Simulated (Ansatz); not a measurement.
AlSb (zinc blende)

```yaml
crystal:
  lattice:
    - [0.00000, 3.11275, 3.11275]
    - [3.11275, 0.00000, 3.11275]
    - [3.11275, 3.11275, 0.00000]
  atoms:
    - { symbol: Sb, position: [0.75000, 0.75000, 0.75000] }
    - { symbol: Al, position: [0.00000, 0.00000, 0.00000] }
```

In this cell atom 1 (Sb, nearest neighbour Al at 2.696 Å; its periodic images, 4.4 Å or more away, move with it) is moved by u·(1.000, 0.000, 0.000) + v·(0.000, 1.000, 0.000); the rest is frozen.

These are PBE (plane waves to 420 eV, PAW, scalar-relativistic; Ansatz, a program for electronic structure) values and carry that method's errors. k mesh 10×10×10 (Γ-centred), Fermi-Dirac smearing 0.05 eV. Stress and pressure are positive under compression. As the smearing reaches across the gap at some points, energies and forces of such displacements shift with the k mesh and the smearing. AlSb was relaxed with its symmetry unable to fall. Spin-orbit coupling is left out, though Sb is heavy. The last digit holds for this mesh only.

Changes of P (GPa) from the point u = 0.000 Å, v = 0.000 Å when one coordinate moves alone (two changes are said to add if the coupling is within 5 % of the smaller one, nearly so within 20 %):

| point | change |
|---|---|
| u = 0.000 Å, v = -0.670 Å | 6.23 |
| u = 0.000 Å, v = -0.335 Å | 1.72 |
| u = -0.670 Å, v = 0.000 Å | 6.23 |
| u = -0.335 Å, v = 0.000 Å | 1.72 |
| u = 0.335 Å, v = 0.000 Å | 1.72 |
| u = 0.670 Å, v = 0.000 Å | 6.23 |
| u = 0.000 Å, v = 0.335 Å | 1.72 |
| u = 0.000 Å, v = 0.670 Å | 6.23 |

Problem. Do the two effects add at u = 0.670 Å, v = 0.670 Å? Give the computed change.

Solution. The sum of the single changes is 6.23 + (6.23) = 12.46; the calculation gives 17.55, so the coupling contributes 5.09 (over 20 % of the smaller single change, not additive).

Problem. What is the change at u = -0.335 Å, v = -0.335 Å, where both move, and how far is it from the sum?

Solution. The sum of the single changes is 1.72 + (1.72) = 3.44; the calculation gives 3.83, so the coupling contributes 0.39 (over 20 % of the smaller single change, not additive).

Problem. What is the change at u = -0.335 Å, v = 0.670 Å, where both move, and how far is it from the sum?

Solution. The sum of the single changes is 1.72 + (6.23) = 7.95; the calculation gives 9.35, so the coupling contributes 1.40 (over 20 % of the smaller single change, not additive).

(A displaced cell: forces are minus the slopes of the energy, force constants its curvatures, and phonons follow from these.)
